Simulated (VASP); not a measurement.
# P (R-3m) in VASP: reference runs

How does P come out in PBE? The cell is run as given and disturbed.

Program: VASP 6.6.1. These are calculated values, not measurements. Logs are shortened: lines on timing, memory, paths and dates and some standing lists are left out, and cuts for length are marked.

### 1 Starting point

The structure is trigonal, space group R-3m (No. 166). The conventional cell has a = 3.451 Å, b = 3.451 Å, c = 9.389 Å, α = 90.00°, β = 90.00°, γ = 120.00°. P (site symmetry 3m) is surrounded by 3 P at 2.29 Å.

This isn't the form of P at room conditions, which is orthorhombic.

### 2 Single point, PBE

The input, INCAR:

```
SYSTEM = P
ALGO     = Normal         ! electronic algorithm
EDIFF    = 1E-7           ! SCF threshold, eV
ENCUT    = 520            ! plane-wave cutoff, eV
GGA      = PE             ! functional
ISIF     = 2              ! what is computed and relaxed
ISMEAR   = -1             ! smearing method
LASPH    = .TRUE.         ! aspherical terms in the spheres
LCHARG   = .FALSE.        ! write CHGCAR
LREAL    = .FALSE.        ! projectors in reciprocal space
LWAVE    = .FALSE.        ! write WAVECAR
NBANDS   = 12             ! bands
NELM     = 100            ! most SCF steps
PREC     = Accurate       ! precision mode
SIGMA    = 0.05           ! smearing width, eV
```

The input, KPOINTS:

```
k-points
0
G
  9 9 9
  0 0 0
```

The input, POSCAR:

```
P
1.0
    1.7257251780      0.9963478961      3.1296800121
   -1.7257251780      0.9963478961      3.1296800121
    0.0000000000     -1.9926957921      3.1296800121
P
2
Direct
    0.7729197500      0.7729197500      0.7729197500
    0.2270802500      0.2270802500      0.2270802500
```

Potentials or basis: VASP PAW PBE potentials, release 64 (P).

Started as:

```console
> cat potpaw_PBE.64/P/POTCAR > POTCAR
> mpirun -np 1 vasp_std > vasp.out
```

OUTCAR:

```text
SYSTEM = P
   EDIFF = 1E-7
   ENCUT = 520
   GGA = PE
   ISIF = 2
   ISMEAR = -1
   LASPH = .TRUE.
   LREAL = .FALSE.
   NELM = 100
   PREC = Accurate

 ion  position               nearest neighbor table
   1  0.773  0.773  0.773-   2 2.29   2 2.29   2 2.29   2 2.82   2 2.82   2 2.82
   2  0.227  0.227  0.227-   1 2.29   1 2.29   1 2.29   1 2.82   1 2.82   1 2.82

  LATTYP: Found a trigonal (rhomboedric) cell.
 ALAT       =     3.7102201415
 COS(alpha) =     0.5673129383

  Lattice vectors:

 A1 = (   1.7257251780,   0.9963478961,   3.1296800121)
 A2 = (  -1.7257251780,   0.9963478961,   3.1296800121)
 A3 = (   0.0000000000,  -1.9926957921,   3.1296800121)

Analysis of symmetry for initial positions (statically):
=====================================================================
 Subroutine PRICEL returns:
 Original cell was already a primitive cell.

 Routine SETGRP: Setting up the symmetry group for a
 trigonal (rhombohedral) supercell.

 Subroutine GETGRP returns: Found 12 space group operations
 (whereof 12 operations were pure point group operations)
 out of a pool of 12 trial point group operations.

The static configuration has the point symmetry D_3d.

Analysis of symmetry for dynamics (positions and initial velocities):
=====================================================================
 Subroutine PRICEL returns:
 Original cell was already a primitive cell.

 Routine SETGRP: Setting up the symmetry group for a
 trigonal (rhombohedral) supercell.

 Subroutine GETGRP returns: Found 12 space group operations
 (whereof 12 operations were pure point group operations)
 out of a pool of 12 trial point group operations.

The dynamic configuration has the point symmetry D_3d.

 Subroutine INISYM returns: Found 12 space group operations
 (whereof 12 operations are pure point group operations),
 and found     1 'primitive' translations

----------------------------------------------------------------------------------------

                                     Primitive cell

  volume of cell :      32.2875

  direct lattice vectors                    reciprocal lattice vectors
     1.725725178  0.996347896  3.129680012     0.289733271  0.167277582  0.106507161
    -1.725725178  0.996347896  3.129680012    -0.289733271  0.167277582  0.106507161
     0.000000000 -1.992695792  3.129680012     0.000000000 -0.334555164  0.106507161

  length of vectors
     3.710220141  3.710220141  3.710220141     0.351099605  0.351099605  0.351099605

  position of ions in fractional coordinates (direct lattice)
     0.772919750  0.772919750  0.772919750
     0.227080250  0.227080250  0.227080250

  ion indices of the primitive-cell ions
   primitive index   ion index
                 1           1
                 2           2

----------------------------------------------------------------------------------------

 KPOINTS: k-points

Automatic generation of k-mesh.
 Grid dimensions read from file:
 generate k-points for:    9    9    9

 Generating k-lattice:

  Cartesian coordinates                     Fractional coordinates (reciprocal lattice)
     0.032192586  0.018586398  0.011834129     0.111111111  0.000000000  0.000000000
    -0.032192586  0.018586398  0.011834129     0.000000000  0.111111111  0.000000000
     0.000000000 -0.037172796  0.011834129    -0.000000000 -0.000000000  0.111111111

  Length of vectors
     0.039011067  0.039011067  0.039011067

  Shift w.r.t. Gamma in fractional coordinates (k-lattice)
     0.000000000  0.000000000  0.000000000

 Subroutine IBZKPT returns following result:
 ===========================================

 Found     85 irreducible k-points:

 Following reciprocal coordinates:
            Coordinates               Weight
  0.000000  0.000000  0.000000      1.000000
  0.111111 -0.000000  0.000000      6.000000
  0.222222  0.000000  0.000000      6.000000
  0.333333 -0.000000 -0.000000      6.000000
  0.444444  0.000000  0.000000      6.000000
  0.111111  0.111111  0.000000      6.000000
[... 42 lines left out ...]
 -0.333333  0.444444  0.111111     12.000000
 -0.222222  0.444444  0.111111     12.000000
 [... further k-points ...]
   k-points           NKPTS =     85   k-points in BZ     NKDIM =     85   number of bands    NBANDS=     12
   number of dos      NEDOS =    301   number of ions     NIONS =      2
   total plane-waves  NPLWV =  21952
   dimension x,y,z NGX =    28 NGY =   28 NGZ =   28
   dimension x,y,z NGXF=    56 NGYF=   56 NGZF=   56
   ions per type =               2
   NGX,Y,Z   is equivalent  to a cutoff of  12.55, 12.55, 12.55 a.u.
   NGXF,Y,Z  is equivalent  to a cutoff of  25.09, 25.09, 25.09 a.u.
 SYSTEM =  P
   PREC   = accura    normal or accurate (medium, high low for compatibility)
   ISTART =      0    job   : 0-new  1-cont  2-samecut
   ICHARG =      2    charge: 1-file 2-atom 10-const
   ISPIN  =      1    spin polarized calculation?
   LNONCOLLINEAR =      F non collinear calculations
   LSORBIT =      F    spin-orbit coupling
   LASPH  =      T    aspherical Exc in radial PAW
   ENCUT  =  520.0 eV  38.22 Ry    6.18 a.u.   6.90  6.90  6.90*2*pi/ulx,y,z
   NELM   =    100;   NELMIN=  2; NELMDL= -5     # of ELM steps
   EDIFF  = 0.1E-06   stopping-criterion for ELM
   LREAL  =      F    real-space projection
   EDIFFG = 0.1E-05   stopping-criterion for IOM
   NSW    =      0    number of steps for IOM
   IBRION =     -1    ionic relax: 0-MD 1-quasi-New 2-CG
   NFREE  =      0    steps in history (QN), initial steepest desc. (CG)
   ISIF   =      2    stress and relaxation
   ISYM   =      2    0-nonsym 1-usesym 2-fastsym
   POTIM  = 0.5000    time-step for ionic-motion
   TEBEG  =    0.0;   TEEND  =   0.0 temperature during run
   PSTRESS=    0.0 pullay stress
   NELECT =      10.0000    total number of electrons
   NUPDOWN=      -1.0000    fix difference up-down
   EMIN   =  10.00;   EMAX   =-10.00  energy-range for DOS
   EFERMI =   0.00;   METHOD = LEGACY
   ISMEAR =    -1;   SIGMA  =   0.05  broadening in eV -4-tet -1-fermi 0-gaus
   EFERMI_NEDOS =   21; number of points for ismear=-14 and -15
   IALGO  =     38    algorithm
   IMIX   =      4    mixing-type and parameters
     AMIX     =   0.40;   BMIX     =  1.00
     AMIX_MAG =   1.60;   BMIX_MAG =  1.00
  volume/ion in A,a.u.               =      16.14       108.94
  Fermi-wavevector in a.u.,A,eV,Ry     =   1.107636  2.093128 16.692396  1.226857
  Thomas-Fermi vector in A             =   2.244152
   LORBIT       =      0    0 simple, 1 ext, 2 COOP (PROOUT), +10 PAW based schemes
   GGA     = PE    functional components
   LHFCALC =     F    Hartree Fock is set to
   AEXX    =    0.0000 exact exchange contribution
   IVDW    =     0    specifies the selected vdW correction
   LEPSILON=     F    determine dielectric tensor
   LRPA    =     F    only Hartree local field effects (RPA)
 non-spin polarized calculation
  energy-cutoff  :      520.00
  volume of cell :       32.29
 maximum number of plane-waves:       886
   NGX = 13   NGY = 13   NGZ = 13

 number of electron      10.0000000 magnetization

 Free energy of the ion-electron system (eV)
  ---------------------------------------------------
  ext. energy  EPLUGINS =         0.00000000
  ---------------------------------------------------
  free energy    TOTEN  =       -10.65458127 eV

  energy without entropy =      -10.65205891  energy(sigma->0) =      -10.65332009

 E-fermi :   9.0440     XC(G=0): -10.7523

 val. band max:        8.9152836063   @ k =   0.4444   0.4444   0.4444
 cond. band min:       9.0539646977   @ k =   0.3333   0.3333   0.3333
 fundamental gap:      0.1386810914
 Fermi energy:         9.0440043241

 k-point     1 :       0.0000    0.0000    0.0000
  band No.  band energies     occupation
      1      -7.5537      2.00000
      2       5.3466      2.00000
      3       5.8205      2.00000
      4       6.0665      2.00000
      5       6.0665      2.00000
      6      10.3106      0.00000
      7      11.6109      0.00000
      8      11.6109      0.00000
      9      14.7808      0.00000
     10      14.7808      0.00000
     11      16.1108      0.00000
     12      16.1161      0.00000

 k-point     2 :       0.1111   -0.0000    0.0000
  band No.  band energies     occupation
      1      -7.3539      2.00000
      2       3.8188      2.00000
      3       5.7313      2.00000
      4       5.9124      2.00000
      5       6.8292      2.00000
      6      10.7469      0.00000
      7      11.5452      0.00000
      8      11.6193      0.00000
      9      13.7051      0.00000
     10      14.1910      0.00000
     11      14.9340      0.00000
     12      17.6697      0.00000

 k-point     3 :       0.2222    0.0000    0.0000
  band No.  band energies     occupation
      1      -6.7586      2.00000
      2       1.6307      2.00000
      3       5.5283      2.00000
      4       5.5870      2.00000
      5       7.5060      2.00000
      6      10.4062      0.00000
      7      10.8550      0.00000
      8      11.0190      0.00000
      9      14.2074      0.00000
     10      14.7649      0.00000
     11      14.9247      0.00000
     12      20.1731      0.00000
[... 526 lines left out ...]
 k-point    39 :      -0.2222    0.2222    0.1111
  band No.  band energies     occupation
      1      -5.2305      2.00000
      2      -0.7381      2.00000
      3       3.4673      2.00000
      4       5.1059      2.00000
      5       6.5768      2.00000
      6       9.9309      0.00000
      7      11.0036      0.00000
      8      11.6963      0.00000
      9      14.9000      0.00000
     10      17.0917      0.00000
     11      19.7293      0.00000
     12      20.7257      0.00000

 k-point    40 :      -0.1111    0.2222    0.1111
  band No.  band energies     occupation
      1      -6.2253      2.00000
      2       1.0197      2.00000
      3       3.9467      2.00000
      4       5.6925      2.00000
      5       6.5187      2.00000
      6      10.2218      0.00000
      7      11.1642      0.00000
      8      11.7618      0.00000
      9      13.8197      0.00000
     10      16.3537      0.00000
     11      17.4879      0.00000
     12      18.8058      0.00000

 [... further k-points ...]
[... 5 lines left out ...]
  --------------------------------------------------------------------------------------
  -------------------------------------------------------------------------------------
  Total        0.3808306      0.3808306      0.1327595      0.0000000      0.0000000      0.0000000
  in kB       18.8976844     18.8976844      6.5878294      0.0000000      0.0000000      0.0000000
  external PRESSURE =      14.7943994 kB  Pullay stress =       0.0000000 kB

 VOLUME and BASIS-vectors are now :
 -----------------------------------------------------------------------------
  energy-cutoff  :      520.00
  volume of cell :       32.29
      direct lattice vectors                 reciprocal lattice vectors
     1.725725178  0.996347896  3.129680012     0.289733271  0.167277582  0.106507161
    -1.725725178  0.996347896  3.129680012    -0.289733271  0.167277582  0.106507161
     0.000000000 -1.992695792  3.129680012     0.000000000 -0.334555164  0.106507161

 POSITION                                       TOTAL-FORCE (eV/Angst)
 -----------------------------------------------------------------------------------
      0.00000      0.00000      7.25697         0.000000     -0.000000     -0.191775
      0.00000      0.00000      2.13207         0.000000      0.000000      0.191775
 -----------------------------------------------------------------------------------
    total drift:                                0.000000     -0.000000     -0.000000

  FREE ENERGIE OF THE ION-ELECTRON SYSTEM (eV)
  ---------------------------------------------------
  free  energy   TOTEN  =       -10.6545812658 eV

  energy  without entropy=      -10.6520589108  energy(sigma->0) =      -10.65332009
```

Run time: 24 s. Hardware: 1 thread of Intel Xeon Platinum 8488C (Sapphire Rapids), shared host; peak memory 0.15 GiB.

What came out:

- Free energy: -10.6546 eV
- Pressure: 1.5 GPa
- Largest force: 0.192 eV/Å
- Band gap on the k mesh: none (metal or under the smearing width)

Forces in eV/Å, atoms in the order of the input:
```
P    0.000  0.000 -0.192
P    0.000  0.000  0.192
```

### 3 Single point, PBE (atoms moved at random, drawn with an rms of 0.05 Å)

The input, INCAR:

```
SYSTEM = P
PREC     = Accurate       ! precision mode
ENCUT    = 520            ! plane-wave cutoff, eV
EDIFF    = 1E-7           ! SCF threshold, eV
ISMEAR   = -1             ! smearing method
SIGMA    = 0.05           ! smearing width, eV
LREAL    = .FALSE.        ! projectors in reciprocal space
LASPH    = .TRUE.         ! aspherical terms in the spheres
NELM     = 80             ! most SCF steps
ALGO     = Normal         ! electronic algorithm
ISIF     = 2              ! what is computed and relaxed
LWAVE    = .FALSE.        ! write WAVECAR
LCHARG   = .FALSE.        ! write CHGCAR
GGA      = PE             ! functional
NBANDS   = 12             ! bands
```

The input, KPOINTS:

```
Automatic mesh
0
G
  9 9 9
  0 0 0
```

The input, POSCAR:

```
P
1.0
    1.7257251780      0.9963478961      3.1296800121
   -1.7257251780      0.9963478961      3.1296800121
    0.0000000000     -1.9926957921      3.1296800121
P
2
Direct
    0.7636290000      0.7712140000      0.7633900000
    0.2219640000      0.2289910000      0.2268450000
```

Potentials or basis: VASP PAW PBE potentials, release 64 (P).

Started as:

```console
> cat potpaw_PBE.64/P/POTCAR > POTCAR
> mpirun -np 1 vasp_std > vasp.out
```

OUTCAR:

```text
SYSTEM = P
   PREC = Accurate
   ENCUT = 520
   EDIFF = 1E-7
   ISMEAR = -1
   LREAL = .FALSE.
   LASPH = .TRUE.
   NELM = 80
   ISIF = 2
   GGA = PE

 ion  position               nearest neighbor table
   1  0.764  0.771  0.763-   2 2.31   2 2.32   2 2.33   2 2.78   2 2.78   2 2.79
   2  0.222  0.229  0.227-   1 2.31   1 2.32   1 2.33   1 2.78   1 2.78   1 2.79

  LATTYP: Found a trigonal (rhomboedric) cell.
 ALAT       =     3.7102201415
 COS(alpha) =     0.5673129383

  Lattice vectors:

 A1 = (   1.7257251780,   0.9963478961,   3.1296800121)
[... 805 lines left out ...]
      7       9.9243      0.00000
      8      11.2744      0.00000
      9      16.9784      0.00000
     10      18.6051      0.00000
     11      18.9235      0.00000
     12      20.5514      0.00000

 [... further k-points ...]
[... 5 lines left out ...]
  --------------------------------------------------------------------------------------
  -------------------------------------------------------------------------------------
  Total        0.1016598      0.0794609     -0.3443622     -0.0015015      0.0321432     -0.0027966
  in kB        5.0445916      3.9430325    -17.0880381     -0.0745078      1.5950199     -0.1387715
  external PRESSURE =      -2.7001380 kB  Pullay stress =       0.0000000 kB

 VOLUME and BASIS-vectors are now :
 -----------------------------------------------------------------------------
  energy-cutoff  :      520.00
  volume of cell :       32.29
      direct lattice vectors                 reciprocal lattice vectors
     1.725725178  0.996347896  3.129680012     0.289733271  0.167277582  0.106507161
    -1.725725178  0.996347896  3.129680012    -0.289733271  0.167277582  0.106507161
     0.000000000 -1.992695792  3.129680012     0.000000000 -0.334555164  0.106507161

 POSITION                                       TOTAL-FORCE (eV/Angst)
 -----------------------------------------------------------------------------------
     -0.01309      0.00803      7.19273         0.003435     -0.041538      0.260262
     -0.01213     -0.00273      2.12130        -0.003435      0.041538     -0.260262
 -----------------------------------------------------------------------------------
    total drift:                               -0.000001      0.000000      0.000001

  FREE ENERGIE OF THE ION-ELECTRON SYSTEM (eV)
  ---------------------------------------------------
  free  energy   TOTEN  =       -10.6527792225 eV

  energy  without entropy=      -10.6499756336  energy(sigma->0) =      -10.65137743
```

Run time: 1.9 min. Hardware: 1 thread of Intel Xeon Platinum 8488C (Sapphire Rapids), shared host; peak memory 0.22 GiB.

What came out:

- Free energy: -10.6528 eV
- Pressure: -0.3 GPa
- Largest force: 0.264 eV/Å
- Band gap on the k mesh: none (metal or under the smearing width)

Forces on the atoms (eV/Å):
```
P    0.003 -0.042  0.260
P   -0.003  0.042 -0.260
```
